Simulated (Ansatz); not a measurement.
# Be: the cost of one run

Program: Ansatz 0.2.0. Level of theory: DFT PBE, scalar-relativistic. These are calculated values, not measurements.

The COD cell was measured well above room temperature, so it is larger than a cold one.

1 further run of the same task is left out (set aside as unsound or not needed).

### 1 Starting point

It takes space group P6_3/mmc (No. 194, hexagonal). The conventional cell has a = 2.300 Å, b = 2.300 Å, c = 3.601 Å, α = 90.00°, β = 90.00°, γ = 120.00°. Around Be (site symmetry -6m2) lie 12 Be at 2.24 to 2.30 Å.

Structure file:

```
Be
1.0
     2.29950    0.00000    0.00000
    -1.14975    1.99143    0.00000
     0.00000    0.00000    3.60090
Be
2
Direct
  0.33333 0.66667 0.25000
  0.66667 0.33333 0.75000
```

The cell is a measured one (Crystallography Open Database entry 9012017); the temperature and pressure of the measurement aren't taken into account, and nothing was relaxed.

Atoms are numbered in the order of the input: Be1, Be2.

### 2 Volume × 0.96, LAPW

Contents of input.yaml:

```yaml
crystal:
  lattice:
    - [2.268423824, 0.0, 0.0]
    - [-1.1342119121, 1.9645126582, 0.0]
    - [0.0, 0.0, 3.5522332234]
  atoms:
    - { symbol: Be, position: [0.3333333333, 0.6666666667, 0.25] }
    - { symbol: Be, position: [0.6666666667, 0.3333333333, 0.75] }
kpoints:
  mp_grid: { grid: [20, 20, 11] }
scf:
  occupations: { method: fermi_dirac, width: 0.05 }
hamiltonian:
  xc: pbe
  pseudopotentials: { kind: all_electron, lapw: { basis_error: 0.001 } }
output:
  forces: true
  stress: true
  eigenvalues: true
```

Run with:

```console
$ ansatz run input.yaml --threads 1 --pin off --max-ram 2048MiB --backend cpu --events-out ev --progress --plain --runs-dir out
```

**Question.** How long does this run take on 1 thread of Arm Neoverse V1, shared host, and how much memory does it need?

About 6 s, with a peak of 0.24 GiB.
